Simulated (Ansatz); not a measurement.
Ge:

```
Ge
1.0
     4.05040    0.00000    0.00000
    -2.02520    3.50775    0.00000
     0.00000    0.00000   10.99336
Ge
4
Direct
  0.66667 0.33333 0.41485
  0.33333 0.66667 0.91485
  0.00000 0.00000 0.47745
  0.00000 0.00000 0.97745
```

This isn't the form of Ge at room conditions, which is diamond.

* Program: Ansatz 0.2.0
* Task: relaxation of cell and atoms
* Functional: PBE0
* Potentials or basis: Ansatz PAW
* Cutoff: 420 eV (not typed: the program's choice for these potentials)
* k mesh: 4 × 4 × 2
* Occupations: fermi-dirac, width 0.05 eV
* Spin: no spin polarisation

At the start: volume 39.05 Å³/atom.

Q: Where does the relaxation end?

A: It ends after 13 steps and the volume is 27.11 Å³/atom (-30.6 %); space group P6_3mc (No. 186, to 0.05 Å).

The path:
```
step  energy change (eV)  largest force (eV/Å)  volume (Å³)
   1              0.0000                0.2123       156.19
   2             -0.0349                0.1182       151.37
   3             -0.0405                0.0441       149.44
   4             -0.0425                0.0230       148.19
   5             -0.0560                0.0266       140.49
   6             -0.0738                0.0096       133.05
   7             -0.0946                0.0233       125.71
   8             -0.1134                0.0649       118.35
   9             -0.1247                0.0927       111.44
  10             -0.1275                0.0141       110.98
  11             -0.1284                0.0003       109.73
  12             -0.1288                0.0050       108.45
  13             -0.1236                0.0049       108.45
```

Final structure:
```
Ge
1.0
     3.99973    0.00000    0.00000
    -1.99986    3.46387    0.00000
     0.00000    0.00000    7.82761
Ge
4
Direct
  0.66667 0.33333 0.40156
  0.33333 0.66667 0.90156
  0.00000 0.00000 0.49074
  0.00000 0.00000 0.99074
```

Caveat: the k mesh is coarse (spacing up to 0.45 Å⁻¹), so the values aren't converged, least of all with exact exchange; the volume moved by over 15 % at a fixed basis, so the end points are rough; the plane-wave basis is chosen anew once the cell has moved, so the energies of steps on either side of that aren't comparable; the PAW data sets come from PBE, with cores solved anew for the run's functional, which leaves a small shift of forces and pressure.
